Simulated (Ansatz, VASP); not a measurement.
# Si: VASP beside Ansatz

```
CELL_PARAMETERS angstrom
0.00000 2.71692 2.71692
2.71692 0.00000 2.71692
2.71692 2.71692 0.00000
ATOMIC_POSITIONS crystal
Si 0.75000 0.75000 0.75000
Si 0.50000 0.50000 0.50000
```

Alike in both runs: functional PBEsol; k mesh 12 × 12 × 12; occupations gaussian, width 0.02 eV; no spin polarisation.

Ansatz relaxed the structure, and its values are those at the end. VASP's run is a single point on that final structure, the one shown.

```csv
,VASP,Ansatz
version,VASP 6.6.1,Ansatz 0.2.0
potentials or method,"VASP PAW PBE potentials, release 64 (Si)","scalar-relativistic, plane waves, PAW"
plane-wave cutoff (eV),520,420
valence electrons in the cell,8,8
```

Ansatz gave:

* gap on the k mesh at the Fermi level (eV): 0.46
* least direct gap on the mesh (eV): 2.52
* pressure (GPa): 0.0

What did VASP give for the same quantities?

gap on the k mesh at the Fermi level (eV): 0.46; least direct gap on the mesh (eV): 2.52; pressure (GPa): 0.1.

Caveats: the PAW data sets were made with another functional, which shifts forces and pressure a little (VASP). A k mesh can miss the band edges. As with any semilocal functional, this PBEsol gap is likely too small.
